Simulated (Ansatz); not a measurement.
# Squeezing Tl (sc type)

```yaml
crystal:
  lattice:
    - [3.25160, 0.00000, 0.00000]
    - [0.00000, 3.25160, 0.00000]
    - [0.00000, 0.00000, 3.25160]
  atoms:
    - { symbol: Tl, position: [0.00000, 0.00000, 0.00000] }
```

The cell comes from a relaxation on PAW files under the same functional, begun from a prototype that needn't be the stable phase.

Its volume is scaled at fixed shape and fractional positions.

Computed with Ansatz 0.2.0; functional PBE, scalar-relativistic. Settings: a Γ-centred 12×12×12 k mesh, Fermi–Dirac smearing of 0.08 eV, no spin polarisation. Methods: LAPW: all electrons, basis error target 1 meV/atom; PAW: frozen-core files, cutoff 420 eV; crystal datasets: all electrons, by PAW datasets that the program makes for each cell; norm-conserving: pseudopotentials, cutoff 820 eV; PAW (cutoff 300 eV): frozen-core files, cutoff 300 eV.

Energies are extrapolated to zero smearing and count from the unscaled cell; pressure is positive in compression; gaps take the mesh and a band path. No temperature or zero-point motion is included.

Spin–orbit coupling is left out, which matters for the heavy atoms.

```csv
V/V0,V (Å³/atom),P LAPW (GPa),ΔE LAPW (eV/atom),P PAW − LAPW (GPa),ΔE PAW − LAPW (meV/atom)
1.00,34.38,0.01,0.000,0.00,0.0
0.90,30.94,3.04,0.028,-0.01,0.0
0.80,27.50,?,?,?,?
0.70,24.07,20.2,0.441,-0.01,-0.4
0.60,20.63,44.6,1.104,-0.01,-0.7
0.50,17.19,101.7,2.584,-0.01,-1.0
0.40,13.75,252.3,6.098,0.21,0.5
```

Question: Fit the Vinet equation to the LAPW pressures shown (residuals weighted by 1/(|P| + 0.03·Pmax)), and predict the pressure of the withheld row.

Answer: The fit gives V0 = 34.64 Å³/atom, B0 = 17 GPa and B0′ = 6.77. At 27.50 Å³/atom, x = (V/V0)^(1/3) = 0.9260, and P = 3·B0·(1 − x)/x²·exp[1.5·(B0′ − 1)·(1 − x)] = 8.37 GPa. The run itself gave 8.77 GPa (-4.6 % off) and ΔE = 0.147 eV/atom.

Question: At the smallest volume, how far do crystal datasets and norm-conserving and PAW (cutoff 300 eV) lie from LAPW in pressure?

Answer: crystal datasets: 0.00 GPa; norm-conserving: +1.66 GPa; PAW (cutoff 300 eV): +0.02 GPa, on a LAPW pressure of 252.3 GPa.

Question: How do the Löwdin populations by LAPW change from the unscaled cell to the last row?

Answer: Tl 5s 1.99 → 1.93, Tl 6s 1.52 → 1.03, Tl 5p 5.99 → 5.95, Tl 6p 1.52 → 2.19, Tl 5d 9.97 → 9.88 electrons an atom. These are projections on the shells that the free atoms fill; 0.01 e a cell lies outside them at the start and 0.02 e at the end.
